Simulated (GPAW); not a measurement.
# TaN (Fm-3m) in GPAW: equation of state

How stiff is TaN in PBE, and what volume does it want? The cell is scaled to several volumes.

All numbers are computed with GPAW 26.7.0; they aren't measurements. Logs are shortened: lines on timing, memory, paths and dates and some standing lists are left out, and cuts for length are marked. The log counts tension as positive stress, the text compression.

### Step 1. Starting point

It takes space group Fm-3m (No. 225, cubic). The conventional cell has a = 4.423 Å, b = 4.423 Å, c = 4.423 Å, α = 90.00°, β = 90.00°, γ = 90.00°. Around Ta (site symmetry m-3m) lie 6 N at 2.21 Å. Around N (site symmetry m-3m) lie 6 Ta at 2.21 Å.

The cell comes from a database or a generator and needn't be the stable form of this composition.

### Step 2. Equation of state, PBE

File run.py:

```python
from ase import Atoms
from ase.eos import EquationOfState
from ase.io import Trajectory
from ase.units import GPa
from gpaw import GPAW, PW

atoms = Atoms(['Ta', 'N'],
              cell=[[0.0, 2.211323, 2.211323],
                    [2.211323, 0.0, 2.211323],
                    [2.211323, 2.211323, 0.0]],
              scaled_positions=[[0.5, 0.5, 0.5],
                                [0.0, 0.0, 0.0]],
              pbc=True)

traj = Trajectory('eos.traj', 'w')
volumes, energies = [], []
for x in [0.94, 0.96, 0.98, 1.0, 1.02, 1.04, 1.06]:
    a = atoms.copy()
    a.set_cell(atoms.cell * x**(1 / 3), scale_atoms=True)
    calc = GPAW(mode=PW(800),
                xc='PBE',
                kpts={'size': (10, 10, 10), 'gamma': True},
                occupations={'name': 'fermi-dirac', 'width': 0.05},
                nbands=19,
                convergence={'density': 1e-05, 'energy': 1e-05},
                maxiter=150,
                txt=f'eos-{x:.2f}.txt')
    a.calc = calc
    energies.append(a.get_potential_energy(force_consistent=True))
    volumes.append(a.get_volume())
    p = -a.get_stress()[:3].mean() / GPa
    calc.write(f'eos-{x:.2f}.gpw')
    traj.write(a)
    print(f'{x:.2f} {volumes[-1]:10.4f} A^3 {energies[-1]:14.6f} eV {p:9.3f} GPa', flush=True)

v0, e0, B = EquationOfState(volumes, energies, eos='birchmurnaghan').fit()
print(f'V0 = {v0:.4f} A^3, E0 = {e0:.6f} eV, B0 = {B / GPa:.2f} GPa')
```

Potentials or basis: GPAW PAW data sets (gpaw-data 1.2.1), pw.

The run is started by

```console
$ OMP_NUM_THREADS=1 python run.py
```

What it wrote:

```text
__  _  _
 | _ |_)|_||  |
 |__||  | ||/\| - 26.7.0

Input parameters:
  mode=PW(ecut=800.0),
  convergence={'density': 1e-05, 'energy': 1e-05},
  kpts=MonkhorstPack(size=(10, 10, 10), gamma=True),
  maxiter=150,
  nbands=19,
  occupations=Occupations(name='fermi-dirac', width=0.05),
  xc=XC(name='PBE')

Diagonalizing LCAO Hamiltonian
Converting LCAO to pw mode

              Ta

       N

Atoms  # Å, Bohr magnetons
|   | symbol |        x |        y |        z |    initial magnetic moments |
|---|--------|----------|----------|----------|-----------------------------|
| 0 |     Ta | 2.166181 | 2.166181 | 2.166181 | ( 0.0000,  0.0000,  0.0000) |
| 1 |      N | 0.000000 | 0.000000 | 0.000000 | ( 0.0000,  0.0000,  0.0000) |

Unit cell  # Å
| periodic |        x |        y |        z |  lengths |    angles |
|----------|----------|----------|----------|----------|-----------|
|      yes | 0.000000 | 2.166181 | 2.166181 | 3.063443 | 60.000000 |
|      yes | 2.166181 | 0.000000 | 2.166181 | 3.063443 | 60.000000 |
|      yes | 2.166181 | 2.166181 | 0.000000 | 3.063443 | 60.000000 |

Number of symmetries: 48
Symmetry operations  # r_c * U_cc + t_c -> r_c
|    | kind |            matrix            |
|----|------|------------------------------|
|  0 |  σ   |  1, 0, 0,  1, 0,-1,  1,-1, 0 |
|  1 |  C2  |  1, 0, 0,  1,-1, 0,  1, 0,-1 |
|  2 |  E   |  1, 0, 0,  0, 1, 0,  0, 0, 1 |
|  3 |  σ   |  1, 0, 0,  0, 0, 1,  0, 1, 0 |
|  4 |  C4  |  1, 0,-1,  1, 0, 0,  1,-1, 0 |
|  5 |  S6  |  1, 0,-1,  1,-1, 0,  1, 0, 0 |
|  6 |  σ   |  1, 0,-1,  0, 1,-1,  0, 0,-1 |
|  7 |  C3  |  1, 0,-1,  0, 0,-1,  0, 1,-1 |
|  8 |  S6  |  1,-1, 0,  1, 0, 0,  1, 0,-1 |
|  9 |  C4  |  1,-1, 0,  1, 0,-1,  1, 0, 0 |
| 10 |  C3  |  1,-1, 0,  0,-1, 1,  0,-1, 0 |
| 11 |  σ   |  1,-1, 0,  0,-1, 0,  0,-1, 1 |
| 12 |  σ   |  0, 1, 0,  1, 0, 0,  0, 0, 1 |
| 13 |  C4  |  0, 1, 0,  0, 1,-1, -1, 1, 0 |
| 14 |  C3  |  0, 1, 0,  0, 0, 1,  1, 0, 0 |
| 15 |  S6  |  0, 1, 0, -1, 1, 0,  0, 1,-1 |
| 16 |  C2  |  0, 1,-1,  1, 0,-1,  0, 0,-1 |
| 17 |  σ   |  0, 1,-1,  0, 1, 0, -1, 1, 0 |
| 18 |  S4  |  0, 1,-1,  0, 0,-1,  1, 0,-1 |
| 19 |  C4  |  0, 1,-1, -1, 1, 0,  0, 1, 0 |
| 20 |  C3  |  0, 0, 1,  1, 0, 0,  0, 1, 0 |
| 21 |  σ   |  0, 0, 1,  0, 1, 0,  1, 0, 0 |
| 22 |  S6  |  0, 0, 1,  0,-1, 1, -1, 0, 1 |
| 23 |  C4  |  0, 0, 1, -1, 0, 1,  0,-1, 1 |
| 24 |  S4  |  0, 0,-1,  1, 0,-1,  0, 1,-1 |
| 25 |  C3  |  0, 0,-1,  0, 1,-1,  1, 0,-1 |
| 26 |  C2  |  0, 0,-1,  0,-1, 0, -1, 0, 0 |
| 27 |  S6  |  0, 0,-1, -1, 0, 0,  0,-1, 0 |
| 28 |  S4  |  0,-1, 1,  1,-1, 0,  0,-1, 0 |
| 29 |  C4  |  0,-1, 1,  0, 0, 1, -1, 0, 1 |
| 30 |  C2  |  0,-1, 1,  0,-1, 0,  1,-1, 0 |
| 31 |  σ   |  0,-1, 1, -1, 0, 1,  0, 0, 1 |
| 32 |  C3  |  0,-1, 0,  1,-1, 0,  0,-1, 1 |
| 33 |  S6  |  0,-1, 0,  0, 0,-1, -1, 0, 0 |
| 34 |  S4  |  0,-1, 0,  0,-1, 1,  1,-1, 0 |
| 35 |  C2  |  0,-1, 0, -1, 0, 0,  0, 0,-1 |
| 36 |  C2  | -1, 1, 0,  0, 1, 0,  0, 1,-1 |
| 37 |  S6  | -1, 1, 0,  0, 1,-1,  0, 1, 0 |
| 38 |  S4  | -1, 1, 0, -1, 0, 1, -1, 0, 0 |
| 39 |  C3  | -1, 1, 0, -1, 0, 0, -1, 0, 1 |
| 40 |  S6  | -1, 0, 1,  0, 0, 1,  0,-1, 1 |
| 41 |  C2  | -1, 0, 1,  0,-1, 1,  0, 0, 1 |
| 42 |  C3  | -1, 0, 1, -1, 1, 0, -1, 0, 0 |
| 43 |  S4  | -1, 0, 1, -1, 0, 0, -1, 1, 0 |
| 44 |  C2  | -1, 0, 0,  0, 0,-1,  0,-1, 0 |
| 45 |  i   | -1, 0, 0,  0,-1, 0,  0, 0,-1 |
| 46 |  σ   | -1, 0, 0, -1, 1, 0, -1, 0, 1 |
| 47 |  C2  | -1, 0, 0, -1, 0, 1, -1, 1, 0 |

BZ-sampling:
  Number of BZ points: 1000
  Number of IBZ points: 47

  Monkhorst-Pack size: [10, 10, 10]
  Monkhorst-Pack shift: [0.05, 0.05, 0.05]

K-points  # in reciprocal-cell coordinates
|     |                                coordinates |     weight |
|-----|--------------------------------------------|------------|
|   0 | (  0.00000000,   0.00000000,   0.00000000) | 0.00100000 |
|   1 | (  0.10000000,   0.10000000,   0.00000000) | 0.00600000 |
|   2 | (  0.10000000,   0.10000000,   0.10000000) | 0.00800000 |
|   3 | (  0.20000000,   0.10000000,   0.10000000) | 0.01200000 |
|   4 | (  0.20000000,   0.20000000,   0.00000000) | 0.00600000 |
|   5 | (  0.20000000,   0.20000000,   0.10000000) | 0.02400000 |
|   6 | (  0.20000000,   0.20000000,   0.20000000) | 0.00800000 |
|   7 | (  0.30000000,   0.20000000,   0.10000000) | 0.02400000 |
|   8 | (  0.30000000,   0.20000000,   0.20000000) | 0.02400000 |
|   9 | (  0.30000000,   0.30000000,   0.00000000) | 0.00600000 |
| ... |                                            |            |
|  46 | (  0.50000000,   0.50000000,   0.50000000) | 0.00400000 |

Plane wave coefficients: 1056
Cutoff: 800.0 eV

Spin-components: 1 (collinear spins)
Bands:           19
Projectors:      11
Spin-degeneracy: 2
Datatype:        complex128

Parallelization:
  kpt:    1
  domain: 1
  band:   1

Density:
  Valence electrons: 18.0
  Components: 1
  Grid points: [20 20 20]
  Charge: 0.0  # |e|

Potential:
  Grid points: [20 20 20]

species:
  Ta:
    name:    Tantalum
    Z:       73.0
    valence: 13
    core:    60
    charge:  0.0  # [|e|]
    compensation charges:
      type: gauss
      rc: 0.42  # [Å]
      lmax: 2
    cutoffs:
      filter: 2.36  # [Å]
      core: 3.45  # [Å]
    projectors
    | kind |    occ | energy [eV] | rcut [Å] |
    |------|--------|-------------|----------|
    |   5s |  2.000 |     -72.790 |    1.365 |
    |   6s |  2.000 |      -5.429 |    1.365 |
    |   5p |  6.000 |     -39.427 |    1.349 |
    |   6p |  0.000 |      -1.396 |    1.349 |
    |   5d |  3.000 |      -3.603 |    1.307 |
    |    d |        |      23.609 |    1.307 |

    Using partial waves for Ta as LCAO basis

  N:
    name:    Nitrogen
    Z:       7.0
    valence: 5
    core:    2
    charge:  0.0  # [|e|]
    compensation charges:
      type: gauss
      rc: 0.18  # [Å]
      lmax: 2
    cutoffs:
      filter: 1.11  # [Å]
      core: 0.96  # [Å]
    projectors
    | kind |    occ | energy [eV] | rcut [Å] |
    |------|--------|-------------|----------|
    |   2s |  2.000 |     -18.583 |    0.603 |
    |   2p |  3.000 |      -7.089 |    0.529 |
    |    s |        |       8.629 |    0.603 |
    |    p |        |      20.123 |    0.529 |
    |    d |        |       0.000 |    0.577 |

    Using partial waves for N as LCAO basis

Reference energy: -425654.162905  # eV

eigensolver:
  PPCG
  Converge bands: occupied
  niter=2

density mixing:
  MSR1-Mixer
  Pratt-step length: 0.05
  Maximum mixing coefficient: 0.75
  Old densities: 10
  SVD Regularization: 0.005
  Good broyden scale: 1.0
  Trust region scale: 1.0
  Backstep threshold: 4.0
  History deletion threshold: 6.0
  Fourier metric: weight=20.0, sigma=0.015

occupation numbers:
  Fermi-Dirac:
    width: 0.0500  # eV

poisson solver:
  ecut: 6400.0  # eV

xc functional:
  name: PBE with 2 nearest neighbor stencil

convergence criteria:
- Maximum integral of absolute [dens]ity change: 1e-05 electrons / valence electron
- Maximum [total energy] change in last 3 cyles: 1e-05 eV / valence electron
- Maximum integral of absolute [eigenst]ate change: 4e-08 eV^2 / valence electron
maximum number of iterations: 150

SCF iterations
|iter     | |      energy | eigst |  dens |
|---------|-|-------------|-------|-------|
|iter:   1| |  -21.662696 | +0.28 |       |
|iter:   2| |  -21.141533 | -2.44 | -0.95 |
|iter:   3| |  -19.900408 | -1.52 | -1.02 |
|iter:   4| |  -19.909907 | -3.27 | -1.73 |
|iter:   5| |  -19.918181 | -3.54 | -1.95 |
|iter:   6| |  -19.918150 | -5.47 | -3.03 |
|iter:   7| |  -19.918155c| -7.08 | -3.71 |
|iter:   8| |  -19.918156c| -7.59c| -4.21 |
|iter:   9| |  -19.918156c| -8.87c| -5.28c|

Converged in 9 steps
Energy contributions relative to reference atoms: (reference = -425654.162905)

Energy contributions:
  Kinetic:          27.666635
  Coulomb:         -26.379630
  Zero:             -0.048096
  External:          0.000000
  Xc:              -21.154359
  Entropy:          -0.005414
  Spinorbit:         0.000000
  ----------------------------
  Free energy:     -19.920863
  Extrapolated:    -19.918156

dipole moment: (-10.743262, -10.743262, -10.743262)  # |e|*Ang

Fermi level: 16.368
Eigenvalues  # (at kpt = [0.000, 0.000, 0.000])
| band index |      eig [eV] | occ [0-2] |
|------------|---------------|-----------|
|          0 |       -52.953 |     2.000 |
|        ... |               |           |
|          3 |       -19.381 |     2.000 |
|          4 |        -2.820 |     2.000 |
|          5 |        12.393 |     2.000 |
|          6 |        12.393 |     2.000 |
|          7 |        12.393 |     2.000 |
|          8 |        14.121 |     2.000 |
[... 8 lines left out ...]
|         17 |        41.256 |     0.000 |
|         18 |        43.807 |     0.000 |

No gap
No difference between direct/indirect transitions

Stress tensor  # eV/Ang^3
|         x |         y |         z |
|-----------|-----------|-----------|
| -0.134985 | -0.000000 |  0.000000 |
| -0.000000 | -0.134985 |  0.000000 |
|  0.000000 |  0.000000 | -0.134985 |

# Writing to eos-0.94.gpw (mode='')
```

Run time: 2 min. Hardware: 1 thread of AMD EPYC 7B13 (Zen 3), shared host; peak memory 0.24 GiB.

What came out:

```
Equilibrium volume                      : 10.78 Å³/atom
Bulk modulus                            : 332 GPa
Pressure derivative of the bulk modulus : 4.5
```

Energy against volume, from the lowest point:
```tsv
volume (Å³/atom)	energy (meV/atom)
10.164	40.74
10.381	16.48
10.597	3.32
10.813	0.00
11.030	5.45
11.246	18.95
11.462	39.50
```
